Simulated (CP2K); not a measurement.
# HgTe (I-4m2) in CP2K: settings compared

The runs below take HgTe through relaxation of cell and atoms, with PBE, PBE+D3, PBE+D3(BJ), PBE+D4, PBE+rVV10.

Program: CP2K 2026.2. These are calculated values, not measurements. Logs are shortened: lines on timing, memory, paths and dates and some standing lists are left out, and cuts for length are marked.

## 1. The crystal as given

It takes space group I-4m2 (No. 119, tetragonal). Conventional cell: a = 6.091 Å, b = 6.091 Å, c = 3.119 Å, α = 90.00°, β = 90.00°, γ = 90.00°. Hg (site symmetry -4m2) is surrounded by 2 Hg at 3.12 Å and 4 Te at 3.14 Å. Te (site symmetry -4m2) has 2 Te at 3.12 Å and 4 Hg at 3.14 Å as nearest neighbours.

Measurements of this composition are mostly on another form, of space group No. 216.

## 2. Relaxation of cell and atoms, PBE

Contents of hgte_vcrelax.inp:

```
&GLOBAL
  PROJECT hgte_vcrelax
  RUN_TYPE CELL_OPT
  PRINT_LEVEL LOW
&END GLOBAL
&FORCE_EVAL
  METHOD QS
  STRESS_TENSOR ANALYTICAL
  &DFT
    BASIS_SET_FILE_NAME BASIS_MOLOPT_UZH
    POTENTIAL_FILE_NAME POTENTIAL_UZH
    &MGRID
      CUTOFF 450
      REL_CUTOFF 60
      NGRIDS 5
    &END MGRID
    &QS
      METHOD GPW
      EPS_DEFAULT 1.0E-9
      EXTRAPOLATION USE_PREV_P
    &END QS
    &KPOINTS
      SCHEME MONKHORST-PACK 7 7 7
      GAMMA_CENTERED T
    &END KPOINTS
    &SCF
      SCF_GUESS ATOMIC
      EPS_SCF 1.0E-6
      MAX_SCF 100
      ADDED_MOS 10
      CHOLESKY OFF
      EPS_EIGVAL 1.0E-7
      &DIAGONALIZATION ON
        ALGORITHM STANDARD
      &END DIAGONALIZATION
      &MIXING ON
        METHOD BROYDEN_MIXING
        ALPHA 0.4
        BETA 1.5
        NBUFFER 8
      &END MIXING
      &SMEAR ON
        METHOD FERMI_DIRAC
        ELECTRONIC_TEMPERATURE [K] 580.226
      &END SMEAR
    &END SCF
    &XC
      &XC_FUNCTIONAL PBE
      &END XC_FUNCTIONAL
    &END XC
    &PRINT
      &KPOINTS ON
      &END KPOINTS
      &MULLIKEN ON
        &EACH
          CELL_OPT 0
        &END EACH
        ADD_LAST NUMERIC
      &END MULLIKEN
      &MO ON
        ENERGIES T
        OCCUPATION_NUMBERS T
        &EACH
          QS_SCF 0
          CELL_OPT 0
        &END EACH
        ADD_LAST NUMERIC
      &END MO
    &END PRINT
  &END DFT
  &SUBSYS
    &CELL
      A 4.5807373659 0.0000000000 0.0000000000
      B -3.5190045688 2.9325350228 0.0000000000
      C -0.5308663985 -1.4662675114 4.3071330682
      PERIODIC XYZ
    &END CELL
    &COORD
      Hg  2.2903686830 0.0000000000 2.1535665341
      Te  0.0000000000 0.0000000000 0.0000000000
    &END COORD
    &KIND Hg
      BASIS_SET DZVP-MOLOPT-PBE-GTH-q12
      POTENTIAL GTH-PBE-q12
    &END KIND
    &KIND Te
      BASIS_SET DZVP-MOLOPT-PBE-GTH-q6
      POTENTIAL GTH-PBE-q6
    &END KIND
    &PRINT
      &ATOMIC_COORDINATES ON
      &END ATOMIC_COORDINATES
      &CELL ON
      &END CELL
      &SYMMETRY ON
      &END SYMMETRY
    &END PRINT
  &END SUBSYS
  &PRINT
    &FORCES ON
    &END FORCES
    &STRESS_TENSOR ON
    &END STRESS_TENSOR
  &END PRINT
&END FORCE_EVAL
&MOTION
  &CELL_OPT
    OPTIMIZER BFGS
    MAX_ITER 40
    MAX_FORCE [eV*angstrom^-1] 0.05
    RMS_FORCE [eV*angstrom^-1] 0.05
    MAX_DR 1.0E-2
    RMS_DR 1.0E-2
    EXTERNAL_PRESSURE [bar] 0.0
    PRESSURE_TOLERANCE [bar] 500
    KEEP_SPACE_GROUP T
  &END CELL_OPT
  &PRINT
    &TRAJECTORY ON
    &END TRAJECTORY
    &CELL ON
    &END CELL
    &FORCES ON
    &END FORCES
    &STRESS ON
    &END STRESS
    &RESTART OFF
    &END RESTART
    &RESTART_HISTORY OFF
    &END RESTART_HISTORY
  &END PRINT
&END MOTION
```

Potentials or basis: POTENTIAL_UZH Hg GTH-PBE-q12, Te GTH-PBE-q6; DZVP-MOLOPT-PBE-GTH basis.

On the command line:

```sh
$ OMP_NUM_THREADS=1 cp2k.psmp -i hgte_vcrelax.inp -o hgte_vcrelax.out
```

hgte_vcrelax.out:

```text

 CP2K| version string:                                       CP2K version 2026.2
 CP2K| Input file name                                          hgte_vcrelax.inp

 GLOBAL| Force Environment number                                              1
 GLOBAL| Basis set file name                                    BASIS_MOLOPT_UZH
 GLOBAL| Potential file name                                       POTENTIAL_UZH
 GLOBAL| MM Potential file name                                     MM_POTENTIAL
 GLOBAL| Coordinate file name                                      __STD_INPUT__
 GLOBAL| Method name                                                        CP2K
 GLOBAL| Project name                                               hgte_vcrelax
 GLOBAL| Run type                                                       CELL_OPT
 GLOBAL| FFT library                                                       FFTW3
 GLOBAL| Diagonalization library                                       ScaLAPACK
[... 7 lines left out ...]
 GLOBAL| CPU model name                                                  UNKNOWN

 CELL| Volume [angstrom^3]:                                            57.858463
 CELL| Vector a [angstrom]:       4.581     0.000     0.000   |a| =     4.580737
 CELL| Vector b [angstrom]:      -3.519     2.933     0.000   |b| =     4.580737
 CELL| Vector c [angstrom]:      -0.531    -1.466     4.307   |c| =     4.580737
 CELL| Angle (b,c), alpha [degree]:                                    96.655021
 CELL| Angle (a,c), beta  [degree]:                                    96.655021
 CELL| Angle (a,b), gamma [degree]:                                   140.194129
 CELL| Numerically orthorhombic:                                              NO
 CELL| Periodicity                                                           XYZ

 CELL_REF| Volume [angstrom^3]:                                        57.858463
 CELL_REF| Vector a [angstrom     4.581     0.000     0.000   |a| =     4.580737
 CELL_REF| Vector b [angstrom    -3.519     2.933     0.000   |b| =     4.580737
 CELL_REF| Vector c [angstrom    -0.531    -1.466     4.307   |c| =     4.580737
 CELL_REF| Angle (b,c), alpha [degree]:                                96.655021
 CELL_REF| Angle (a,c), beta  [degree]:                                96.655021
 CELL_REF| Angle (a,b), gamma [degree]:                               140.194129
 CELL_REF| Numerically orthorhombic:                                          NO
 CELL_REF| Periodicity                                                       XYZ
[... 10 lines left out ...]

  Total number of            - Atomic kinds:                                   2
                             - Atoms:                                          2
                             - Shell sets:                                     2
                             - Shells:                                        12
                             - Primitive Cartesian functions:                 10
                             - Cartesian basis functions:                     44
                             - Spherical basis functions:                     38

  Maximum angular momentum of- Orbital basis functions:                        3
                             - Local part of the GTH pseudopotential:          0
                             - Non-local part of the GTH pseudopotential:      4

 MODULE QUICKSTEP: ATOMIC COORDINATES IN ANGSTROM

   Atom Kind Element         X             Y             Z       Z(eff)     Mass
      1    1 Hg   80      2.290369      0.000000      2.153567  12.0000 200.5900
      2    2 Te   52      0.000000      0.000000      0.000000   6.0000 127.6000

 Crystal Symmetry Information
       International Symbol:                                               I-4m2
       Point Group Symbol:                                                  -42m
       Schoenflies Symbol:                                                 D2d^9
       Number of Symmetry Operations:                                          8

 SCF PARAMETERS         Density guess:                                    ATOMIC
                        --------------------------------------------------------
                        max_scf:                                             100
                        max_scf_history:                                       0
                        max_diis:                                              4
[... 5 lines left out ...]
                        --------------------------------------------------------
                        level_shift [a.u.]:                             0.000000
                        added MOs                                        10    0
                        --------------------------------------------------------
                        Mixing method:                            BROYDEN_MIXING
                                                charge density mixing in g-space
[... 846 lines left out ...]
 CELL| Angle (b,c), alpha [degree]:                                    96.176788
 CELL| Angle (a,c), beta  [degree]:                                    96.550537
 CELL| Angle (a,b), gamma [degree]:                                   141.365630
 CELL| Numerically orthorhombic:                                              NO
 CELL| Periodicity                                                           XYZ

 *** WARNING in qs_wf_history_methods.F:805 :: Change in cell ***
 *** neighborlist: might affect quality of initial guess      ***

 *** WARNING in qs_wf_history_methods.F:805 :: Change in cell ***
 *** neighborlist: might affect quality of initial guess      ***

 Extrapolation method: previous_p

 Number of electrons:                                                         18
 Number of occupied orbitals:                                                  9
 Number of molecular orbitals:                                                19
[... 113 lines left out ...]
 CELL| Volume [angstrom^3]:                                            58.163200
 CELL| Vector a [angstrom]:       4.599     0.000     0.000   |a| =     4.599073
 CELL| Vector b [angstrom]:      -3.598     2.867     0.000   |b| =     4.600551
 CELL| Vector c [angstrom]:      -0.531    -1.466     4.410   |c| =     4.678018
 CELL| Angle (b,c), alpha [degree]:                                    96.120641
 CELL| Angle (a,c), beta  [degree]:                                    96.518080
 CELL| Angle (a,b), gamma [degree]:                                   141.442855
 CELL| Numerically orthorhombic:                                              NO
 CELL| Periodicity                                                           XYZ

 [... this warning repeats ...]

 Extrapolation method: previous_p

 Number of electrons:                                                         18
 Number of occupied orbitals:                                                  9
 Number of molecular orbitals:                                                19
[... 211 lines left out ...]
 OPT| Scaling factor                                                0.0000000000
 OPT| Step size                                                     0.0241754555
 OPT| Trust radius                                                  0.4724315332
 OPT| Decrease in energy                                                     YES
 OPT|
 OPT| Maximum step size                                             0.0241754555
 OPT| Convergence limit for maximum step size                       0.0100000000
 OPT| Maximum step size is converged                                          NO
 OPT|
 OPT| RMS step size                                                 0.0096676799
 OPT| Convergence limit for RMS step size                           0.0100000000
 OPT| RMS step size is converged                                             YES
 OPT|
 OPT| Maximum gradient                                              0.0007032856
 OPT| Convergence limit for maximum gradient                        0.0009723453
 OPT| Maximum gradient is converged                                          YES
 OPT|
 OPT| RMS gradient                                                  0.0002268024
 OPT| Convergence limit for RMS gradient                            0.0009723453
 OPT| RMS gradient is converged                                              YES
 OPT|
 OPT| Pressure deviation [bar]                                    989.3052146259
 OPT| Pressure tolerance [bar]                                    500.0000000000
 OPT| Pressure is converged                                                   NO
 OPT| **************************************************************************
[... 102 lines left out ...]
 OPT| Scaling factor                                                0.0000000000
 OPT| Step size                                                     0.0097167825
 OPT| Trust radius                                                  0.4724315332
 OPT| Decrease in energy                                                     YES
 OPT|
 OPT| Maximum step size                                             0.0097167825
 OPT| Convergence limit for maximum step size                       0.0100000000
 OPT| Maximum step size is converged                                         YES
 OPT|
 OPT| RMS step size                                                 0.0032284776
 OPT| Convergence limit for RMS step size                           0.0100000000
 OPT| RMS step size is converged                                             YES
 OPT|
 OPT| Maximum gradient                                              0.0001184310
 OPT| Convergence limit for maximum gradient                        0.0009723453
 OPT| Maximum gradient is converged                                          YES
 OPT|
 OPT| RMS gradient                                                  0.0000436959
 OPT| Convergence limit for RMS gradient                            0.0009723453
 OPT| RMS gradient is converged                                              YES
 OPT|
 OPT| Pressure deviation [bar]                                    -43.5955240582
 OPT| Pressure tolerance [bar]                                    500.0000000000
 OPT| Pressure is converged                                                  YES
 OPT| **************************************************************************

 *******************************************************************************
 ***                    GEOMETRY OPTIMIZATION COMPLETED                      ***
 *******************************************************************************

 write_final_structure: Optimization converged, writing XYZ file gladly:
  hgte_vcrelax-FINAL-1_9.xyz

 write_final_structure: Optimization converged, writing CIF file gladly:
  hgte_vcrelax-FINAL-1_9.cif

 write_final_structure: Done!

                    Reevaluating energy at the minimum

 CELL| Volume [angstrom^3]:                                            58.715479
 CELL| Vector a [angstrom]:       4.609     0.000     0.000   |a| =     4.608646
 CELL| Vector b [angstrom]:      -3.599     2.881     0.000   |b| =     4.610126
 CELL| Vector c [angstrom]:      -0.531    -1.467     4.422   |c| =     4.689209
 CELL| Angle (b,c), alpha [degree]:                                    96.143834
 CELL| Angle (a,c), beta  [degree]:                                    96.503298
 CELL| Angle (a,b), gamma [degree]:                                   141.323288
 CELL| Numerically orthorhombic:                                              NO
 CELL| Periodicity                                                           XYZ
[... 385 lines left out ...]
 MO|     18               0.830443              22.597508               0.000000
 MO|     19               0.980519              26.681274               0.000000
 MO| Sum:                                                              20.000000
 MO| E(Fermi):            0.203521 a.u.          5.538087 eV
 MO| Band gap:            0.029946 a.u.          0.814869 eV

 [... the levels of further k-points ...]

 !-----------------------------------------------------------------------------!
                     Mulliken Population Analysis

 #  Atom  Element  Kind  Atomic population                           Net charge
       1     Hg       1         12.238535                             -0.238535
       2     Te       2          5.761465                              0.238535
 # Total charge                             18.000000                 -0.000000

 !-----------------------------------------------------------------------------!

 ENERGY| Total FORCE_EVAL ( QS ) energy [hartree]            -49.266754250582736
```

Run time: 3.4 min. Hardware: 1 thread of Arm Neoverse V1, shared host; peak memory 0.33 GiB.

Results:

- Free energy: -1340.6166 eV
- Relaxed volume: 29.36 Å³/atom
- Relaxed cell: a = 4.609 Å, b = 4.610 Å, c = 4.689 Å, α = 96.14°, β = 96.50°, γ = 141.32°
- Space group after relaxing (to 0.05 Å): C2 (No. 5)
- Energy gained by relaxing: 7.3 meV/atom
- Ionic steps: 11
- Pressure after relaxing: 0.0 GPa
- Largest force after relaxing: 0.004 eV/Å
- Band gap on the k mesh: none (metal or under the smearing width)
- Mulliken charges: Hg -0.24; Te +0.24 e

Forces on the atoms (eV/Å):
```
Hg  -0.003 -0.001  0.000
Te   0.003  0.001  0.000
```

Stress tensor (GPa, compression positive):
```
 0.19 -0.04  0.13
-0.04  0.07  0.05
 0.13  0.05 -0.28
```

Step by step:
| step | energy change (eV) | largest force (eV/Å) | volume (Å³) |
| --- | --- | --- | --- |
| 1 | 0.0000 | 0.0000 | 57.86 |
| 2 | -0.0005 | 0.0001 | 57.84 |
| 3 | -0.0085 | 0.0030 | 57.10 |
| 4 | -0.0107 | 0.0018 | 57.39 |
| 5 | -0.0109 | 0.0020 | 57.38 |
| 6 | -0.0115 | 0.0025 | 57.44 |
| 7 | -0.0123 | 0.0031 | 57.65 |
| 8 | -0.0136 | 0.0038 | 58.16 |
| 9 | -0.0144 | 0.0038 | 58.60 |
| 10 | -0.0146 | 0.0035 | 58.72 |
| 11 | -0.0146 | 0.0035 | 58.72 |

Final structure:
```yaml
crystal:
  lattice:
    - [4.60865, 0.00000, 0.00000]
    - [-3.59905, 2.88098, 0.00000]
    - [-0.53110, -1.46655, 4.42220]
  atoms:
    - { symbol: Hg, position: [0.75000, 0.25000, 0.50000] }
    - { symbol: Te, position: [0.00000, 0.00000, 0.00000] }
```

Caveat: Mulliken charges move with the basis; with these potentials and basis sets, volumes of gold and of layered tellurides can stand 1.5 % and more from those of plane-wave programs; the basis of atomic orbitals isn't converged, which shifts pressures, moduli and gaps.

## 3. Relaxation of cell and atoms, PBE+D3

hgte_vcrelax.inp, as its differences from that of step 2:

```diff
@@ -49,2 +49,11 @@
       &END XC_FUNCTIONAL
+      &VDW_POTENTIAL
+        POTENTIAL_TYPE PAIR_POTENTIAL
+        &PAIR_POTENTIAL
+          TYPE DFTD3
+          REFERENCE_FUNCTIONAL PBE
+          PARAMETER_FILE_NAME dftd3.dat
+          R_CUTOFF 20
+        &END PAIR_POTENTIAL
+      &END VDW_POTENTIAL
     &END XC
```

Potentials or basis: POTENTIAL_UZH Hg GTH-PBE-q12, Te GTH-PBE-q6; DZVP-MOLOPT-PBE-GTH basis.

On the command line:

```sh
$ OMP_NUM_THREADS=1 cp2k.psmp -i hgte_vcrelax.inp -o hgte_vcrelax.out
```

It took 3.9 min on 1 thread of Arm Neoverse V1, shared host; peak memory 0.35 GiB.

It converged, with:

* Free energy: -1341.3750 eV
* Relaxed volume: 28.32 Å³/atom
* Relaxed cell: a = 4.568 Å, b = 4.568 Å, c = 4.615 Å, α = 96.24°, β = 96.61°, γ = 141.32°
* Space group after relaxing (to 0.05 Å): C2 (No. 5)
* Energy gained by relaxing: 8.7 meV/atom
* Ionic steps: 12
* Pressure after relaxing: 0.0 GPa
* Largest force after relaxing: 0.008 eV/Å
* Band gap on the k mesh: none (metal or under the smearing width)
* Mulliken charges: Hg -0.25; Te +0.25 e

Forces on the atoms (eV/Å):
```
Hg  -0.008 -0.001  0.000
Te   0.008  0.001  0.000
```

Stress tensor (GPa, compression positive):
```
 0.09 -0.02  0.18
-0.02  0.03  0.13
 0.18  0.13 -0.12
```

The path:
```csv
step,energy change (eV),largest force (eV/Å),volume (Å³)
1,0.0000,0.0000,57.86
2,-0.0014,0.0003,57.77
3,-0.0143,0.0075,55.58
4,-0.0161,0.0056,56.20
5,-0.0162,0.0060,56.09
6,-0.0162,0.0062,56.07
7,-0.0164,0.0067,56.04
8,-0.0167,0.0075,56.10
9,-0.0171,0.0083,56.32
10,-0.0173,0.0084,56.56
11,-0.0174,0.0082,56.64
12,-0.0174,0.0082,56.64
```

Final structure:
```xyz
2
Lattice="4.5676 0.0000 0.0000 -3.5662 2.8552 0.0000 -0.5311 -1.4666 4.3434" Properties=species:S:1:pos:R:3 pbc="T T T"
Hg    2.2686   -0.0195    2.1717
Te    0.0000    0.0000    0.0000
```

Levels at points of the mesh, in eV from the Fermi level:
```tsv
k point	band 5	band 6	band 7	band 8	band 9	band 10	band 11	band 12	band 13	band 14
(0.00, 0.00, 0.00)	-6.10	-6.10	-3.63	-2.73	-2.65	4.01	5.03	7.09	7.19	10.17
```

Caveat: Mulliken charges move with the basis; with these potentials and basis sets, volumes of gold and of layered tellurides can stand 1.5 % and more from those of plane-wave programs; the basis of atomic orbitals isn't converged, which shifts pressures, moduli and gaps; pairwise dispersion overbinds metals, which lowers pressure and volume.

(Part 1 of 3 ends here.)
